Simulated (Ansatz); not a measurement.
Predict the output of the script below (the Ansatz DFT code, driven from Python).

`y.cif`
```cif
data_Y
_cell_length_a 8.975939
_cell_length_b 8.975939
_cell_length_c 8.975939
_cell_angle_alpha 23.46754
_cell_angle_beta 23.46754
_cell_angle_gamma 23.46754
_symmetry_space_group_name_H-M 'P 1'
_symmetry_Int_Tables_number 1
loop_
_symmetry_equiv_pos_as_xyz
'x, y, z'
loop_
_atom_site_label
_atom_site_type_symbol
_atom_site_fract_x
_atom_site_fract_y
_atom_site_fract_z
Y1 Y    0.000000    0.000000    0.000000
Y2 Y    0.221124    0.221124    0.221124
Y3 Y    0.778876    0.778876    0.778876
```

`y.py`:
```python
"""SCF run for Y."""

import json

import ansatz as az
from ase.io import read
import numpy as np


def main() -> None:
    atoms = read("y.cif")
    structure = az.Crystal.from_ase(atoms)

    # functional, basis and sampling
    job = (
        structure.calculation()
        .functional(az.Functional.PBE)
        .basis(320)
        .accuracy("medium")
        .kpoints(9, center="gamma")
        .occupations("gaussian", width=0.2)
        .scf(max_iterations=150)
        .compute(band_table=True, density=True)
    )
    out = job.run(threads=1, backend="cpu")
    data = out.report

    n_atoms = len(data["lattice"]["sites"])
    print("F =", round(data["free_energy_ev"], 4), "eV for", n_atoms, "atoms")
    print("E(sigma -> 0) =", round(data["energy_sigma0_ev"], 4), "eV, TS =", round(data["entropy_ts_ev"], 5), "eV")
    print("closed by", data["closed_by"], "after", data["n_iterations"], "iterations")

    keep = ["free_energy_ev", "energy_sigma0_ev", "fermi_energy_ev", "n_iterations", "converged", "magnetization_mub", "n_kpoints"]
    with open("y.json", "w") as handle:
        json.dump({key: data[key] for key in keep}, handle, indent=1)

    gap = None if "band_edges_ev" not in data else data["band_edges_ev"][1] - data["band_edges_ev"][0]
    print("gap on the k mesh:", "none reported" if gap is None else f"{gap:.3f} eV")

    rho = out.density()
    total = sum(ch.density_e_per_ang3 for ch in rho.channels[:2]) if len(rho.channels) < 3 else rho.channels[0].density_e_per_ang3
    print("grid", rho.dims, "electrons", round(float(total.mean() * rho.cell_volume_ang3), 4))
    print(f"density range {total.min():.4f} to {total.max():.4f} e/A^3")
    print(np.array2string(total[:: max(rho.dims[0] // 8, 1), :: max(rho.dims[1] // 8, 1), 0], precision=3, suppress_small=True))


if __name__ == "__main__":
    main()
```

```console
$ python y.py
DeckWarning: basis.ecutwfc = 320 eV is below the records' recommended 420 eV, and the density's cutoff is lower with it unless basis.ecutrho_ratio is high enough to keep the records' density cutoff: compare with a run at a higher cutoff
F = -11546.03 eV for 3 atoms
E(sigma -> 0) = -11545.9774 eV, TS = 0.10526 eV
closed by deck_thresholds after 6 iterations
gap on the k mesh: none reported
grid (24, 54, 24) electrons 33.0
density range 0.0773 to 3.7242 e/A^3
[[3.148 0.549 0.097 0.139 0.114 0.114 0.139 0.097 0.549]
 [3.461 0.519 0.099 0.11  0.104 0.191 0.455 0.099 0.24 ]
 [0.814 0.214 0.097 0.113 0.104 0.318 1.55  0.126 0.11 ]
 [0.132 0.106 0.102 0.182 0.105 0.255 1.852 0.16  0.092]
 [0.092 0.092 0.136 0.752 0.135 0.135 0.752 0.136 0.092]
 [0.132 0.092 0.16  1.852 0.255 0.105 0.182 0.102 0.106]
 [0.814 0.11  0.126 1.55  0.318 0.104 0.113 0.097 0.214]
 [3.461 0.24  0.099 0.455 0.191 0.104 0.11  0.099 0.519]]
```
(Warnings from the package without file and line.)

File `y.json` afterwards:
```json
{
 "free_energy_ev": -11546.030025389351,
 "energy_sigma0_ev": -11545.97739509734,
 "fermi_energy_ev": 9.115829282617778,
 "n_iterations": 6,
 "converged": true,
 "magnetization_mub": 0.0,
 "n_kpoints": 85
}
```

Caveats:
- The settings weren't tested for convergence.
- The cutoff lies under the one recommended for these potentials.
- For a metal this k-point mesh is coarse: on a finer one energies can move by several to tens of meV an atom and pressures by half a GPa or more, differences at one mesh by less.
- Densities and potentials on the grid are those of the valence electrons, and inside the cores they hang on the potentials used.
- This isn't the structure that Y takes at ambient conditions.
- Levels are Kohn-Sham eigenvalues on this mesh, without spin-orbit coupling.

(Lines on the test bed's own set-up are left out of the output.)
